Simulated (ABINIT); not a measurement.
# MgS (Niningerite) (Fm-3m) in ABINIT: further runs

The runs below take MgS (Niningerite) through equation of state, with PW91, WC.

Everything below comes from runs of ABINIT 10.8.3 (patched build). Logs are shortened: lines on timing, memory, paths and dates and some standing lists are left out, and cuts for length are marked. The log counts tension as positive stress, the text compression.

### 1 Starting point

The structure is cubic, space group Fm-3m (No. 225). Conventional cell: a = 5.203 Å, b = 5.203 Å, c = 5.203 Å, α = 90.00°, β = 90.00°, γ = 90.00°. S (site symmetry m-3m) is surrounded by 6 Mg at 2.60 Å. Mg (site symmetry m-3m) has 6 S at 2.60 Å as nearest neighbours.

### 2 Equation of state, PW91

run.abi reads:

```
ndtset 7
getwfk -1
scalecart1 3*0.9795861087
scalecart2 3*0.9864848297
scalecart3 3*0.9932883884
scalecart4 3*1.0000000000
scalecart5 3*1.0066227096
scalecart6 3*1.0131594038
scalecart7 3*1.0196128224

pp_dirpath "./"
pseudos "S.GGA_PBE-JTH.xml, Mg.GGA_PBE-JTH.xml"

acell 3.6792887145 3.6792887145 3.6792887145 Angstrom
rprim
     0.0000000000     0.7071067812     0.7071067812
     0.7071067812     0.0000000000     0.7071067812
     0.7071067812     0.7071067812     0.0000000000
ntypat 2
znucl 16 12
natom 2
typat 1 2
xred
     0.5000000000     0.5000000000     0.5000000000
     0.0000000000     0.0000000000     0.0000000000

ecut 24.0
pawecutdg 46.0
pawxcdev 0

kptopt 1
ngkpt 9 9 9
nshiftk 1
shiftk 0.0 0.0 0.0

ixc -109134

nband 12
occopt 3
tsmear 0.00183747

nstep 100
tolvrs 1.0e-9

iomode 3
prtwf 1
prtden 0
prteig 0
prtebands 0
enunit 1
```

Potentials or basis: JTH PAW PBE v2.0.

Started as:

```bash
$ abinit run.abi > log 2>&1
```

run.abo:

```text
.Version 10.8.3 of ABINIT
 DATASET    1 : space group Fm -3 m (#225); Bravais cF (face-center cubic)
================================================================================
 Values of the parameters that define the memory need for DATASET  1.
     intxc =       0    ionmov =       0      iscf =      17    lmnmax =       8
     lnmax =       4     mgfft =      32  mpssoang =       2    mqgrid =    3001
     natom =       2  nloc_mem =       2    nspden =       1   nspinor =       1
    nsppol =       1      nsym =      48    n1xccc =       1    ntypat =       2
    occopt =       3   xclevel =       2
       mpw =        1279          nfft =       32768          nkpt =          35
 PAW method is used; the additional fine FFT grid is defined by:
   mgfftf=        45    nfftf =     91125
================================================================================
================================================================================
[... 71 lines left out ...]
 DATASET    7 : space group Fm -3 m (#225); Bravais cF (face-center cubic)
================================================================================
 Values of the parameters that define the memory need for DATASET  7.
     intxc =       0    ionmov =       0      iscf =      17    lmnmax =       8
     lnmax =       4     mgfft =      32  mpssoang =       2    mqgrid =    3001
     natom =       2  nloc_mem =       2    nspden =       1   nspinor =       1
    nsppol =       1      nsym =      48    n1xccc =       1    ntypat =       2
    occopt =       3   xclevel =       2
       mpw =        1427          nfft =       32768          nkpt =          35
 PAW method is used; the additional fine FFT grid is defined by:
   mgfftf=        45    nfftf =     91125
================================================================================
================================================================================

--------------------------------------------------------------------------------
------------- Echo of variables that govern the present computation ------------
--------------------------------------------------------------------------------
 -outvars: echo values of preprocessed input variables --------
            acell      6.9528480085E+00  6.9528480085E+00  6.9528480085E+00 Bohr
              amu      3.20660000E+01  2.43050000E+01
             ecut      2.40000000E+01 Hartree
           enunit           1
           getwfk          -1
              ixc     -109134
           jdtset        1    2    3    4    5    6    7
         kptrlatt        9    0    0      0    9    0      0    0    9
          kptrlen1     6.12982199E+01
          kptrlen2     6.17299118E+01
          kptrlen3     6.21556487E+01
          kptrlen4     6.25756321E+01
          kptrlen5     6.29900523E+01
          kptrlen6     6.33990901E+01
          kptrlen7     6.38029168E+01
            natom           2
            nband          12
           ndtset           7
            ngfft          32      32      32
          ngfftdg          45      45      45
             nkpt          35
            nstep         100
             nsym          48
           ntypat           2
           occopt           3
        pawecutdg      4.60000000E+01 Hartree
         pawxcdev           0
           prtden           0
        prtebands           0
           prteig           0
            rprim1     0.0000000000E+00  6.9267198023E-01  6.9267198023E-01
                       6.9267198023E-01  0.0000000000E+00  6.9267198023E-01
                       6.9267198023E-01  6.9267198023E-01  0.0000000000E+00
            rprim2     0.0000000000E+00  6.9755011263E-01  6.9755011263E-01
                       6.9755011263E-01  0.0000000000E+00  6.9755011263E-01
                       6.9755011263E-01  6.9755011263E-01  0.0000000000E+00
            rprim3     0.0000000000E+00  7.0236095512E-01  7.0236095512E-01
                       7.0236095512E-01  0.0000000000E+00  7.0236095512E-01
                       7.0236095512E-01  7.0236095512E-01  0.0000000000E+00
            rprim4     0.0000000000E+00  7.0710678120E-01  7.0710678120E-01
                       7.0710678120E-01  0.0000000000E+00  7.0710678120E-01
                       7.0710678120E-01  7.0710678120E-01  0.0000000000E+00
            rprim5     0.0000000000E+00  7.1178974407E-01  7.1178974407E-01
                       7.1178974407E-01  0.0000000000E+00  7.1178974407E-01
                       7.1178974407E-01  7.1178974407E-01  0.0000000000E+00
            rprim6     0.0000000000E+00  7.1641188486E-01  7.1641188486E-01
                       7.1641188486E-01  0.0000000000E+00  7.1641188486E-01
                       7.1641188486E-01  7.1641188486E-01  0.0000000000E+00
            rprim7     0.0000000000E+00  7.2097514092E-01  7.2097514092E-01
                       7.2097514092E-01  0.0000000000E+00  7.2097514092E-01
                       7.2097514092E-01  7.2097514092E-01  0.0000000000E+00
          spgroup         225
           tolvrs      1.00000000E-09
           tsmear      1.83747000E-03 Hartree
            typat      1  2
           useylm           1
           xangst1     2.5485401997E+00  2.5485401997E+00  2.5485401997E+00
                       0.0000000000E+00  0.0000000000E+00  0.0000000000E+00
           xangst2     2.5664882572E+00  2.5664882572E+00  2.5664882572E+00
                       0.0000000000E+00  0.0000000000E+00  0.0000000000E+00
           xangst3     2.5841887357E+00  2.5841887357E+00  2.5841887357E+00
                       0.0000000000E+00  0.0000000000E+00  0.0000000000E+00
           xangst4     2.6016500000E+00  2.6016500000E+00  2.6016500000E+00
                       0.0000000000E+00  0.0000000000E+00  0.0000000000E+00
           xangst5     2.6188799724E+00  2.6188799724E+00  2.6188799724E+00
                       0.0000000000E+00  0.0000000000E+00  0.0000000000E+00
           xangst6     2.6358861629E+00  2.6358861629E+00  2.6358861629E+00
                       0.0000000000E+00  0.0000000000E+00  0.0000000000E+00
           xangst7     2.6526756994E+00  2.6526756994E+00  2.6526756994E+00
                       0.0000000000E+00  0.0000000000E+00  0.0000000000E+00
            xcart1     4.8160429983E+00  4.8160429983E+00  4.8160429983E+00
                       0.0000000000E+00  0.0000000000E+00  0.0000000000E+00
            xcart2     4.8499599115E+00  4.8499599115E+00  4.8499599115E+00
                       0.0000000000E+00  0.0000000000E+00  0.0000000000E+00
            xcart3     4.8834089681E+00  4.8834089681E+00  4.8834089681E+00
                       0.0000000000E+00  0.0000000000E+00  0.0000000000E+00
            xcart4     4.9164059755E+00  4.9164059755E+00  4.9164059755E+00
                       0.0000000000E+00  0.0000000000E+00  0.0000000000E+00
            xcart5     4.9489659045E+00  4.9489659045E+00  4.9489659045E+00
                       0.0000000000E+00  0.0000000000E+00  0.0000000000E+00
            xcart6     4.9811029470E+00  4.9811029470E+00  4.9811029470E+00
                       0.0000000000E+00  0.0000000000E+00  0.0000000000E+00
            xcart7     5.0128305727E+00  5.0128305727E+00  5.0128305727E+00
                       0.0000000000E+00  0.0000000000E+00  0.0000000000E+00
             xred      5.0000000000E-01  5.0000000000E-01  5.0000000000E-01
                       0.0000000000E+00  0.0000000000E+00  0.0000000000E+00
            znucl       16.00000   12.00000

================================================================================

 chkinp: Checking input parameters for consistency, jdtset=   1.

 chkinp: Checking input parameters for consistency, jdtset=   2.

 chkinp: Checking input parameters for consistency, jdtset=   3.

 chkinp: Checking input parameters for consistency, jdtset=   4.
[... 27 lines left out ...]
 getcut: wavevector=  0.0000  0.0000  0.0000  ngfft=  32  32  32
         ecut(hartree)=     24.000   => boxcut(ratio)=   2.13046

 Fine grid specifications (used for densities):

 getcut: wavevector=  0.0000  0.0000  0.0000  ngfft=  45  45  45
         ecut(hartree)=     46.000   => boxcut(ratio)=   2.11594

--- Pseudopotential description ------------------------------------------------
- pspini: atom type   1  psp file is ./S.GGA_PBE-JTH.xml
 Pseudopotential format is: paw10
 basis_size (lnmax)=  4 (lmn_size=  8), orbitals=   0   0   1   1
 Spheres core radius: rc_sph= 1.90380259
 Shapefunction is SIN type: shapef(r)=[sin(pi*r/rshp)/(pi*r/rshp)]**2
 Radius for shape functions =  1.40128485
 Compensation charge density is not taken into account in XC energy/potential

- pspini: atom type   2  psp file is ./Mg.GGA_PBE-JTH.xml
 Pseudopotential format is: paw10
 basis_size (lnmax)=  4 (lmn_size=  8), orbitals=   0   0   1   1
 Spheres core radius: rc_sph= 1.90157919
 Shapefunction is SIN type: shapef(r)=[sin(pi*r/rshp)/(pi*r/rshp)]**2
 Radius for shape functions =  1.70710089
 Compensation charge density is not taken into account in XC energy/potential

   2.37356141E+02                                ecore*ucvol(ha*bohr**3)
--------------------------------------------------------------------------------

================================================================================

--- !BeginCycle
iteration_state: {dtset: 1, }
solver: {iscf: 17, nstep: 100, nline: 4, wfoptalg: 10, }
tolerances: {tolvrs: 1.00E-09, }
...

     iter   Etot(hartree)      deltaE(h)  residm     nres2
 ETOT  1  -72.309397609933    -7.231E+01 1.032E+01 2.614E+00
 ETOT  2  -74.106812922923    -1.797E+00 2.852E-02 3.651E+00
 ETOT  3  -74.094733883107     1.208E-02 7.496E-03 1.095E+00
 ETOT  4  -74.091130888100     3.603E-03 2.075E-03 4.258E-02
 ETOT  5  -74.091368666435    -2.378E-04 2.376E-04 1.138E-03
 ETOT  6  -74.091371866710    -3.200E-06 1.703E-04 9.542E-04
 ETOT  7  -74.091369361160     2.506E-06 1.649E-05 1.413E-05
 ETOT  8  -74.091369436778    -7.562E-08 1.935E-05 6.182E-07
 ETOT  9  -74.091369438770    -1.991E-09 2.746E-06 1.224E-07
 ETOT 10  -74.091369438852    -8.198E-11 2.771E-06 1.216E-08
 ETOT 11  -74.091369438836     1.577E-11 5.283E-07 2.815E-09
[... 1163 lines left out ...]
 Cartesian components of stress tensor (hartree/bohr^3)
  sigma(1 1)=  9.83562565E-05  sigma(3 2)=  0.00000000E+00
  sigma(2 2)=  9.83562565E-05  sigma(3 1)=  0.00000000E+00
  sigma(3 3)=  9.83562565E-05  sigma(2 1)=  0.00000000E+00

-Cartesian components of stress tensor (GPa)         [Pressure= -2.8937E+00 GPa]
- sigma(1 1)=  2.89374097E+00  sigma(3 2)=  0.00000000E+00
- sigma(2 2)=  2.89374097E+00  sigma(3 1)=  0.00000000E+00
- sigma(3 3)=  2.89374097E+00  sigma(2 1)=  0.00000000E+00

== END DATASET(S) ==============================================================
================================================================================

 -outvars: echo values of variables after computation  --------
            acell      6.9528480085E+00  6.9528480085E+00  6.9528480085E+00 Bohr
           etotal1    -7.4091369439E+01
           etotal2    -7.4092283575E+01
           etotal3    -7.4092890122E+01
           etotal4    -7.4093214229E+01
           etotal5    -7.4093283398E+01
           etotal6    -7.4093118872E+01
           etotal7    -7.4092749334E+01
            fcart1    -0.0000000000E+00 -0.0000000000E+00 -0.0000000000E+00
                      -0.0000000000E+00 -0.0000000000E+00 -0.0000000000E+00
            fcart2    -0.0000000000E+00 -0.0000000000E+00 -0.0000000000E+00
                      -0.0000000000E+00 -0.0000000000E+00 -0.0000000000E+00
            fcart3    -0.0000000000E+00 -0.0000000000E+00 -0.0000000000E+00
                      -0.0000000000E+00 -0.0000000000E+00 -0.0000000000E+00
            fcart4    -0.0000000000E+00 -0.0000000000E+00 -0.0000000000E+00
                      -0.0000000000E+00 -0.0000000000E+00 -0.0000000000E+00
            fcart5    -0.0000000000E+00 -0.0000000000E+00 -0.0000000000E+00
                      -0.0000000000E+00 -0.0000000000E+00 -0.0000000000E+00
            fcart6    -0.0000000000E+00 -0.0000000000E+00 -0.0000000000E+00
                      -0.0000000000E+00 -0.0000000000E+00 -0.0000000000E+00
            fcart7    -0.0000000000E+00 -0.0000000000E+00 -0.0000000000E+00
                      -0.0000000000E+00 -0.0000000000E+00 -0.0000000000E+00
            rprim1     0.0000000000E+00  6.9267198023E-01  6.9267198023E-01
[... 30 lines left out ...]
           strten6     5.7293408134E-05  5.7293408134E-05  5.7293408134E-05
                       0.0000000000E+00  0.0000000000E+00  0.0000000000E+00
           strten7     9.8356256533E-05  9.8356256533E-05  9.8356256533E-05
                       0.0000000000E+00  0.0000000000E+00  0.0000000000E+00
           xangst1     2.5485401997E+00  2.5485401997E+00  2.5485401997E+00
                       0.0000000000E+00  0.0000000000E+00  0.0000000000E+00
           xangst2     2.5664882572E+00  2.5664882572E+00  2.5664882572E+00
                       0.0000000000E+00  0.0000000000E+00  0.0000000000E+00
           xangst3     2.5841887357E+00  2.5841887357E+00  2.5841887357E+00
                       0.0000000000E+00  0.0000000000E+00  0.0000000000E+00
           xangst4     2.6016500000E+00  2.6016500000E+00  2.6016500000E+00
                       0.0000000000E+00  0.0000000000E+00  0.0000000000E+00
           xangst5     2.6188799724E+00  2.6188799724E+00  2.6188799724E+00
                       0.0000000000E+00  0.0000000000E+00  0.0000000000E+00
           xangst6     2.6358861629E+00  2.6358861629E+00  2.6358861629E+00
                       0.0000000000E+00  0.0000000000E+00  0.0000000000E+00
           xangst7     2.6526756994E+00  2.6526756994E+00  2.6526756994E+00
                       0.0000000000E+00  0.0000000000E+00  0.0000000000E+00
             xred      5.0000000000E-01  5.0000000000E-01  5.0000000000E-01
                       0.0000000000E+00  0.0000000000E+00  0.0000000000E+00
 Calculation completed.
```

It took 1.8 min on 1 thread of Arm Neoverse V1, shared host; peak memory 0.13 GiB.

Results:

```
Equilibrium volume                      : 17.89 Å³/atom
Bulk modulus                            : 74 GPa
Pressure derivative of the bulk modulus : 4.0
```

Energy against volume, from the lowest point:
| volume (Å³/atom) | energy (meV/atom) |
| --- | --- |
| 16.553 | 26.04 |
| 16.905 | 13.60 |
| 17.257 | 5.35 |
| 17.609 | 0.94 |
| 17.962 | 0.00 |
| 18.314 | 2.24 |
| 18.666 | 7.27 |

Caveat: pressures at fixed basis lie under the slope of the energies; the PAW data sets were made with another functional, which shifts forces and pressure a little. Zero-point motion and thermal expansion aren't in these numbers.

(Part 1 of 2 ends here.)
